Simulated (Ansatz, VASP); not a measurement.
**AlN in VASP and in Ansatz**

```
Al N
1.0
     0.00000   -2.00552   -2.00552
     0.00000    2.00552   -2.00552
     4.01104    0.00000    0.00000
Al N
2 2
Direct
  0.50094 0.49906 0.00028
  0.99906 0.00094 0.49972
  0.50444 0.49556 0.48155
  0.99556 0.00444 0.01845
```

Change from the starting cell: mode 10 frozen in at -0.018 Å and mode 12 at -0.074 Å (largest displacements).

Alike in both runs: task single point; functional LDA; k mesh 8 × 8 × 6; occupations gaussian, width 0.05 eV; no spin polarisation.

|  | VASP | Ansatz |
| --- | --- | --- |
| version | VASP 6.6.1 | Ansatz 0.2.0 |
| potentials or method | VASP PAW LDA potentials, release 64 (Al, N) | scalar-relativistic, plane waves, PAW |
| plane-wave cutoff (eV) | 520 | 520 |
| valence electrons in the cell | 16 | 16 |

```csv
,VASP,Ansatz,Ansatz less VASP
gap on the k mesh at the Fermi level (eV),4.63,4.64,+0.013
least direct gap on the mesh (eV),4.79,4.81,+0.013
pressure (GPa),2.3,1.6,-0.65
largest component of the traceless stress (GPa),1.51,1.46,-0.047
rms of the force components (eV/Å),0.864,0.853,-0.0101
```

Atom by atom the forces differ by 0.014 eV/Å (rms over components).

Caveats: forces of over 1 eV/Å show positions far from the minimum, so gaps and moduli don't describe the material at rest. A k mesh can miss the band edges.
